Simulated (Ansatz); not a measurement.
**SrO under changes of volume**

One of the cells (16.995 Å³/atom); the others are scaled copies at fixed shape and fractional positions:

```xyz
4
Lattice="3.5533 0.0000 0.0000 -1.7766 3.0772 0.0000 0.0000 0.0000 6.2173" Properties=species:S:1:pos:R:3 pbc="T T T"
Sr    1.7766    1.0257    4.6630
Sr    0.0000    2.0515    1.5543
O     0.0000    0.0000    3.1087
O     0.0000    0.0000    0.0000
```

Measurements of this composition are mostly on another form, of space group No. 225.

| Quantity | Value |
| --- | --- |
| Program | Ansatz 0.2.0 |
| Functional | PBEsol |
| Potentials or basis | Ansatz PAW |
| Cutoff | 420 eV (not typed: the program's choice for these potentials) |
| k mesh | 9 × 9 × 5 |
| Occupations | fermi-dirac, width 0.05 eV |
| Spin | no spin polarisation |

| volume (Å³/atom) | energy over the lowest point (meV/atom) | pressure (GPa) | gap on the mesh (eV) |
| --- | --- | --- | --- |
| 15.976 | 5.13 | 3.3 | 3.03 |
| 16.316 | 0.41 | 1.2 | 3.03 |
| 16.656 | 0.00 | -0.7 | 3.03 |
| 16.995 | 3.28 | -2.4 | 2.93 |
| 17.335 | 10.03 | -3.9 | 2.82 |
| 17.675 | 19.76 | -5.3 | 2.72 |
| 18.015 | ? | ? | ? |

Question: What does the run at 18.015 Å³/atom give?

Answer: Energy over the lowest point 32.26 meV/atom; pressure -6.5 GPa; gap on the mesh 2.62 eV.

Worked out: A Birch-Murnaghan fit of order 3 (a polynomial in V^(-2/3)) to the other rows has its minimum at 16.52 Å³/atom with B0 = V·E''(V) = 91 GPa and B' = 4.5 at fixed shape and positions, which overstates the stiffness. It gives 32.20 meV/atom at 18.015 Å³/atom, against the run's 32.26, and -dE/dV = -6.4 GPa, against -6.5. A parabola through the other rows of the gap, of slope -9.18 eV per unit of ln V there, extrapolates to 2.55 eV, against the run's 2.62.

Energies are extrapolated to zero smearing.

Caveats: odd divisions of the mesh miss points on the zone boundary, where band edges often lie, so the gap on the mesh can be too wide; the PAW data sets come from PBE, with cores solved anew for the run's functional, which leaves a small shift of forces and pressure.

A mesh can miss the band edges. Spin-orbit coupling on Sr is left out.
